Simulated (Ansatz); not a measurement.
# InP (rocksalt type): optical response by level, part 2 of 2

How does InP (rocksalt type) absorb light if electrons and holes don't interact? Plan: optics with PBE on 8×8×8; optics with r2SCAN on 8×8×8; optics with LDA on 8×8×8.

Ansatz 0.2.0; plane waves, PAW; no local fields, no excitons; no spin-orbit coupling unless a run is so named.

**4. Optics, LDA**

Contents of input.yaml:

```yaml
crystal:
  lattice:
    - [0.0, 2.7453630729, 2.7453630729]
    - [2.7453630729, 0.0, 2.7453630729]
    - [2.7453630729, 2.7453630729, 0.0]
  atoms:
    - { symbol: In, position: [0.0, 0.0, 0.0] }
    - { symbol: P, position: [0.5, 0.5, 0.5] }
kpoints:
  mp_grid: { grid: [8, 8, 8] }
hamiltonian:
  xc: lda
scf:
  occupations: { method: fermi_dirac, width: 0.02 }
output:
  optics: { e_range: [0, 12], de: 0.05, sigma: 0.1, bands: auto }
  write_density: true
  write_potential: true
  elf: true
  volumetric_format: npy
```

Launch:

```sh
> ansatz run input.yaml --threads 4 --pin off --max-ram 3686MiB --backend cpu --events-out ev --progress --plain --runs-dir out
```

Log:

```text
Warning: RAYON_NUM_THREADS=4 ignored (pool sized by the plan → 4); use --threads N
Engine: ansatz 0.2.0, aarch64-unknown-linux-gnu
Pseudopotentials: kind: paw
Pseudopotential: In, paw, valence charge 13, recommended cutoff 420 eV (normal), In.paw.azcp
Pseudopotential: P, paw, valence charge 5, recommended cutoff 420 eV (normal), P.paw.azcp
Functional definition: SPW92
  exchange = slater_x
  correlation = pw_c
Crystal: 2 atoms, lattice volume = 41.384 Å³
Basis set: ecut = 420 eV, 869 PW (Γ)
Bands: 13, of which v1, the nominal top of the filled ones, is band 9 counted from 1 (8 counted from 0)
Symmetry: 48 space group operations
Space group: Fm-3m (ITA 225), of the structure as read, at distance tolerance 3.5e-5 Å
k-points: 29 of 512
Non-local potential: In, projectors of the file, l = 0: 2, l = 1: 2, l = 2: 2, l = 3: 2
Non-local potential: P, projectors of the file, l = 0: 2, l = 1: 2, l = 2: 2
PAW form: soft (Blöchl's): semilocal exchange-correlation on the pseudo side does not see the compensation charge
PAW frozen core: In, regenerated for the run's functional, and the local potential with it (the file was generated under x = pbe(κ = 0.804, μ = 0.2195149727645171), c = pbe(β = 0.06672455060314922))
PAW frozen core: P, regenerated for the run's functional, and the local potential with it (the file was generated under x = pbe(κ = 0.804, μ = 0.2195149727645171), c = pbe(β = 0.06672455060314922))
PAW one-centre angular grid: In, 590 points (default); XC on 64 Gauss nodes
PAW one-centre angular grid: P, 110 points (default); XC on 64 Gauss nodes
Initial density: superposition of atomic densities (neutral atoms: chi_scale 0, normalization atom), corrected by the library's trained network
Initial wavefunctions: pseudopotential atomic-orbital guess
Functional: x = slater, c = lda
SCF iter   1: F=—  HF=-6183.183813 eV  |F-HF|=—  |Δ(HF+E_count)|=         —  Δρ=1.04e-2  dr2=4.84e-2  ethr=1.77e-3  ⟨swp⟩=6.4  Hψ=2527  notcnv=0
preconditioner: auto → Kerker (q_TF=auto, 2.375 Å⁻¹)  [metal: Δε(μ)=0.026 eV  Ē_g=14.755 eV  σ=0.020 eV  W_gap=0.30  n_scr=14 (ndim 8)  ℏωp=24.5 eV  f_vac=0.000  D(μ)=2.87/eV (n_scr^D=26)]
SCF iter   2: F=—  HF=-6183.171992 eV  |F-HF|=—  |Δ(HF+E_count)|=   1.18e-2  Δρ=5.04e-3  dr2=9.72e-3  ethr=2.69e-4  ⟨swp⟩=1.6  Hψ=639  notcnv=0
SCF iter   3: F=—  HF=-6183.169249 eV  |F-HF|=—  |Δ(HF+E_count)|=   2.74e-3  Δρ=9.12e-4  dr2=2.87e-4  ethr=5.40e-5  ⟨swp⟩=3.2  Hψ=757  notcnv=0
SCF iter   4: F=—  HF=-6183.169201 eV  |F-HF|=—  |Δ(HF+E_count)|=   4.83e-5  Δρ=3.43e-4  dr2=3.61e-5  ethr=1.59e-6  ⟨swp⟩=2.6  Hψ=654  notcnv=0
SCF iter   5: F=—  HF=-6183.169201 eV  |F-HF|=—  |Δ(HF+E_count)|=   2.68e-7  Δρ=6.54e-5  dr2=1.47e-6  ethr=2.01e-7  ⟨swp⟩=2.3  Hψ=645  notcnv=0
SCF iter   6: F=—  HF=-6183.169201 eV  |F-HF|=—  |Δ(HF+E_count)|=   5.74e-7  Δρ=1.31e-5  dr2=9.21e-8  ethr=8.15e-9  ⟨swp⟩=2.5  Hψ=643  notcnv=0
SCF iter   7: F=—  HF=-6183.169201 eV  |F-HF|=—  |Δ(HF+E_count)|=   1.57e-8  Δρ=3.88e-6  dr2=5.84e-9  ethr=5.11e-10  ⟨swp⟩=2.7  Hψ=646  notcnv=0
SCF iter   8: F=—  HF=-6183.169201 eV  |F-HF|=—  |Δ(HF+E_count)|=   1.08e-9  Δρ=7.50e-7  dr2=2.04e-10  ethr=3.25e-11  ⟨swp⟩=2.6  Hψ=672  notcnv=0
SCF iter   9: F=-6183.169201 eV  HF=-6183.169201 eV  |F-HF|=2.73e-12  |Δ(HF+E_count)|=  6.64e-11  Δρ=6.73e-8  dr2=9.12e-13  ethr=1.00e-12  ⟨swp⟩=2.7  Hψ=1474  notcnv=0
SCF 1 converged in 9 iterations: F = -6183.169201 eV  dr2 = 9.12e-13
NSCF: frozen V_eff on 29 k-points
Optics k sum: 0 of 29 k-points
[...]
output.optics: what the bands over the 51 summed would add to eps1, eps2 and the energy-loss function is held between a lower and an upper bound (5 Lanczos steps). eps1, eps2 and their loss function (loss_summed_bands) are given on every row as the summed bands alone make them. Along an axis, on a row where the two bounds hold the loss function to about 1 % of the greater of itself and 0.5 % of |1/eps|, its cell (loss_completed) is given, with the completed eps1 and eps2 that it is formed of (a cell that is left empty reads nan in the table and null in the record). The two bounds hold it so along every axis on all 240 rows up to 12.000 eV. The run works to bound the rows up to 31.837 eV and no higher ones: a peak of the loss function over that energy may be left empty with no warning. To have the run work for it, set output.optics.bands.spectra_wanted_up_to to a higher energy. perfect_screening_sum, loss_f_sum_n_eff and, beside carriers, perfect_screening_limit are those of loss_summed_bands: over the bounded function the two sums would run over rows that are not all bounded, and lack what the bands left out lay past the top of the energy grid. Bounded is said of the bands left out alone, which are those that the basis at basis.ecutwfc holds: it says nothing of that cutoff, of the k-point mesh, of what the sum inside its cells errs by (eps2_relative_error), of the factors of all_electron_strengths, nor of how far the SCF is converged. The bands left out are taken at the k-points, and what their mean over the points' cells stands off that by is in neither bound: the run's estimate of it, which the test of a row counts in, is 0.01 % of |eps| at the most among the values given; where the mean stood off by over 0.5 % the points' spread read 0.1 to 3 times that
SCF converged after 9 iterations
Free energy (F): -6183.169201 eV
Harris-Foulkes:  -6183.169201 eV  (|F-HF|=2.73e-12)
Internal energy: -6183.165470 eV  (E = F + TS)
E sigma→0 (E₀):  -6183.167336 eV
Entropy (-TS):   -0.003730 eV (-1.865 meV/atom)
Fermi energy:    9.356955 eV
--- Per-component energies (eV) ---
  E_band       = -12.319904
  E_kinetic    = 313.442724
  E_local      = -1183.231957  (includes V_loc(G=0)·N_el)
  E_nonlocal   = 405.851423
  E_hartree    = 462.793615
  E_xc         = -274.351718
  E_vxc        = -161.579052  (∫ρ·V_xc dr)
  E_paw        = -4555.983909  (= ΣΔE_a)
  E_vpaw       = -312.390284  (= ΣTr[D̂ρ^β])
  E_aug_tail   = 0.000029  (compensation charges beyond the density's cutoff)
  E_ewald      = -1352.087565
  E_core_change = 0.401888  (= ΣΔE_core)
  E_smearing   = -0.003730  (= −TS)
  E_closure    = 0.000000  (closes the sum)
  Σ components = -6183.169201   (vs F -6183.169201, Δ=0.00e0)
--- Band table (eV; the first three rows and the last of 29) ---
  k-point 0: bands = ["-4.9088", "-4.9088", "-4.8834", "-4.8834", "-4.8834", "-2.9217", "8.9973", "8.9973", "8.9973", "9.8240", "16.3967", "16.3967", "16.3967"]
  k-point 1: bands = ["-4.9171", "-4.9171", "-4.8842", "-4.8719", "-4.8719", "-2.7203", "7.2640", "9.0344", "9.0344", "11.2308", "15.3922", "15.8720", "15.8720"]
  k-point 2: bands = ["-4.9416", "-4.9416", "-4.8885", "-4.8396", "-4.8396", "-2.1355", "5.1660", "9.1591", "9.1591", "12.0273", "14.2668", "14.2668", "14.7055"]
  k-point 28: bands = ["-5.1615", "-4.9138", "-4.8573", "-4.8573", "-4.7573", "0.5133", "4.3747", "5.2710", "5.2710", "11.7085", "13.8108", "16.0000", "16.0000"]
```

It took 23 s on 4 threads of Arm Neoverse V2, shared host; peak memory 0.82 GiB.

optics.tsv begins:

```
# eps2_relative_error = 0.0012
# drude_weight_relative_error = 0.0239
# drude_damping_ev = 0e0
# drude_plasma_energy_squared_ev2(xx yy zz xy xz yz) = 46.978140 46.978140 46.978140 0.000000 0.000000 -0.000000
# drude_plasma_energy_ev(xx yy zz) = 6.854060 6.854060 6.854060
# f_sum_n_eff(xx yy zz) = 17.962693 17.962693 17.962693 of n_electrons = 18.000000
# n_bands = 51
# n_bands_set_by = photon_energy
# valid_up_to_ev = 45.138131
```

The dielectric function from optics.tsv (isotropic), one row in 8 (narrow peaks fall between the rows):

```csv
E (eV),ε₂ xx,ε₁ xx
0.05,31.93,-18698.00
0.45,10.05,-228.36
0.85,1.31,-48.10
1.25,1.60,-7.84
1.65,3.25,16.77
2.05,34.40,25.85
2.45,43.44,-0.68
2.85,30.09,-19.76
3.25,15.79,-14.95
3.65,10.99,-11.14
4.05,7.90,-9.15
4.45,5.81,-7.08
4.85,5.99,-5.05
5.25,5.26,-5.72
5.65,2.86,-3.79
6.05,3.50,-1.05
6.45,6.05,-3.00
6.85,4.63,-4.35
7.25,3.03,-3.71
7.65,2.64,-3.34
8.05,2.12,-3.01
8.45,1.79,-2.53
8.85,1.57,-2.25
9.25,1.38,-1.99
9.65,1.21,-1.73
10.05,1.08,-1.55
10.45,0.96,-1.39
10.85,0.82,-1.27
11.25,0.71,-1.10
11.65,0.57,-0.96
```

Tallest peaks of ε₂: 58.8 at 0.15 eV, 44.7 at 2.35 eV. The bands are partly filled, so the low end hangs on the mesh and the damping.

**5. The levels side by side**

```tsv
level	mesh	tallest peak of ε₂	time
PBE	8×8×8	56.8 at 0.15 eV	28 s
r2SCAN	8×8×8	48.6 at 0.10 eV	28 s
LDA	8×8×8	58.8 at 0.15 eV	23 s
```

**6. Outcome**

The summary covers parts 1 to 2.

```
                  quantity            value
   tallest peak of ε₂, PBE  56.8 at 0.15 eV
tallest peak of ε₂, r2SCAN  48.6 at 0.10 eV
   tallest peak of ε₂, LDA  58.8 at 0.15 eV
```

**Reading.** The bands overlap (by 2.6 to 2.8 eV on the mesh), so no ε∞ is quoted there; free carriers add a Drude term, which without damping shows in ε₁ alone. For such bands the peaks and the Drude weight on a 8×8×8 mesh aren't converged.
